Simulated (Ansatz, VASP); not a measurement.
**Two plane-wave programs on Li2S**

```
CELL_PARAMETERS angstrom
0.00000 2.82731 2.82731
2.82731 0.00000 2.82731
2.82731 2.82731 0.00000
ATOMIC_POSITIONS crystal
Li 0.25000 0.25000 0.25000
Li 0.75000 0.75000 0.75000
S 0.00000 0.00000 0.00000
```

Alike in both runs: task relaxation of cell and atoms; functional PBEsol; k mesh 8 × 8 × 8; no spin polarisation.

```csv
,VASP,Ansatz
version,VASP 6.6.1,Ansatz 0.2.0
potentials or method,"VASP PAW PBE potentials, release 64 (Li_sv, S)","scalar-relativistic, plane waves, PAW"
plane-wave cutoff (eV),600,420
occupations,"gaussian, width 0.01 eV",fixed
valence electrons in the cell,12,12
```

Ansatz gave:

* gap on the k mesh at the Fermi level, each at its own relaxed structure (eV): 3.20
* relaxed volume (Å³/atom): 15.07
* relaxed cell length with the largest relative difference (Å): 3.998

Problem. Which values does VASP return?

Solution. gap on the k mesh at the Fermi level, each at its own relaxed structure (eV): 3.20; relaxed volume (Å³/atom): 15.06; relaxed cell length with the largest relative difference (Å): 3.998.

Caveats: the cutoff is under 1.25 times the usual one of these potentials, so pressure, stress and relaxed cells hold a basis-set (Pulay) error (VASP); the PAW data sets were made with another functional, which shifts forces and pressure a little (VASP). A k mesh can miss the band edges.
